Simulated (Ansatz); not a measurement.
# La2O3: stress in a strained cell

Aim: deform La2O3 (zz strain of +1 %) and compute stress, forces and field gradients with LAPW, PAW and all-electron datasets made for the crystal.

Computed with Ansatz 0.2.0 (DFT PBEsol, scalar-relativistic, unless a step's input says otherwise).

## Step 1: The structure to begin with

The structure is trigonal, space group P321 (No. 150). Conventional cell: a = 3.930 Å, b = 3.930 Å, c = 6.120 Å, α = 90.00°, β = 90.00°, γ = 120.00°. La (site symmetry 3) has 3 O at 2.14 Å as nearest neighbours. O (site symmetry 2) is surrounded by 2 O at 1.70 Å and 2 La at 2.14 Å.

Structure file:

```cif
data_structure
_symmetry_space_group_name_H-M 'P321'
_symmetry_Int_Tables_number 150
_cell_length_a 3.9300
_cell_length_b 3.9300
_cell_length_c 6.1200
_cell_angle_alpha 90.000
_cell_angle_beta 90.000
_cell_angle_gamma 120.000
_cell_volume 81.86
loop_
_atom_site_label
_atom_site_type_symbol
_atom_site_symmetry_multiplicity
_atom_site_Wyckoff_symbol
_atom_site_fract_x
_atom_site_fract_y
_atom_site_fract_z
_atom_site_occupancy
La1 La 2 d 0.33333 0.66667 0.25000 1
O1 O 3 e 0.25000 0.25000 0.00000 1
```

The file gives the conventional cell by its symmetry; the runs use the cell typed in the input.

Atoms are numbered in the order of the input: La1, La2, O3, O4, O5.

## Step 2: After the deformation

Space group P321 before, P321 after.

## Step 3: Full-potential LAPW

input.yaml

```yaml
crystal:
  lattice:
    - [3.9300000706, 0.0, 0.0]
    - [-1.9650000353, 3.403479898, 0.0]
    - [0.0, 0.0, 6.1812]
  atoms:
    - { symbol: La, position: [0.3333333333, 0.6666666667, 0.25] }
    - { symbol: La, position: [0.6666666667, 0.3333333333, 0.75] }
    - { symbol: O, position: [0.25, 0.25, 0.0] }
    - { symbol: O, position: [0.75, 0.0, 0.0] }
    - { symbol: O, position: [0.0, 0.75, 0.0] }
kpoints:
  mp_grid: { grid: [6, 6, 4] }
  band_path:
    path:
      - [0.0, 0.0, 0.0]
      - [0.5, 0.0, 0.0]
      - [0.3333333333, 0.3333333333, 0.0]
      - [0.0, 0.0, 0.0]
      - [0.0, 0.0, 0.5]
      - [0.5, 0.0, 0.5]
      - [0.3333333333, 0.3333333333, 0.5]
      - [0.0, 0.0, 0.5]
      - [0.5, 0.0, 0.5]
    npoints: 5
scf:
  occupations: { method: fermi_dirac, width: 0.02 }
hamiltonian:
  xc: pbesol
  pseudopotentials: { kind: all_electron, lapw: { basis_error: 0.001 } }
output:
  forces: true
  stress: true
  eigenvalues: true
```

Started as:

```bash
$ ansatz run input.yaml --threads 2 --pin off --max-ram 8192MiB --backend cpu --events-out ev --progress --plain --runs-dir out
```

## Step 4: PAW with frozen cores

input.yaml

```yaml
crystal:
  lattice:
    - [3.9300000706, 0.0, 0.0]
    - [-1.9650000353, 3.403479898, 0.0]
    - [0.0, 0.0, 6.1812]
  atoms:
    - { symbol: La, position: [0.3333333333, 0.6666666667, 0.25] }
    - { symbol: La, position: [0.6666666667, 0.3333333333, 0.75] }
    - { symbol: O, position: [0.25, 0.25, 0.0] }
    - { symbol: O, position: [0.75, 0.0, 0.0] }
    - { symbol: O, position: [0.0, 0.75, 0.0] }
kpoints:
  mp_grid: { grid: [6, 6, 4] }
scf:
  occupations: { method: fermi_dirac, width: 0.02 }
hamiltonian:
  xc: pbesol
  pseudopotentials: { kind: paw }
output:
  forces: true
  stress: true
  eigenvalues: true
  efg: { contact_densities: true }
  write_density: true
  write_potential: true
  elf: true
  volumetric_format: npy
```

## Step 5: All-electron PAW on datasets made for the crystal

input.yaml, as its differences from that of step 4:

```diff
@@ -17,3 +17,3 @@
   xc: pbesol
-  pseudopotentials: { kind: paw }
+  pseudopotentials: { kind: all_electron, datasets: crystal }
 output:
@@ -23,5 +23 @@
   efg: { contact_densities: true }
-  write_density: true
-  write_potential: true
-  elf: true
-  volumetric_format: npy
```

(Steps that only read results are left out.)

**Question.** What will these runs give? Wanted: pressure; largest shear or deviatoric stress.

**Answer**, as computed:

| quantity | value |
| --- | --- |
| pressure | LAPW 34.33, PAW 34.41, crystal datasets 34.33 GPa |
| largest shear or deviatoric stress (LAPW) | 22.46 GPa |

What this shows: The largest part of the stress beyond the pressure is 22.46 GPa in size, in the zz component; the atoms are carried along and not relaxed. No run of the undeformed cell stands beside it, so the pressure holds what the given cell had before the change. PAW: stress within 0.09 GPa of LAPW, forces within 23 meV/Å. Crystal datasets: stress within 0.01 GPa of LAPW, forces within 1 meV/Å. Spin-orbit coupling is left out, though the cell holds La; in elements this heavy it can shift bands and gaps by tenths of an eV.
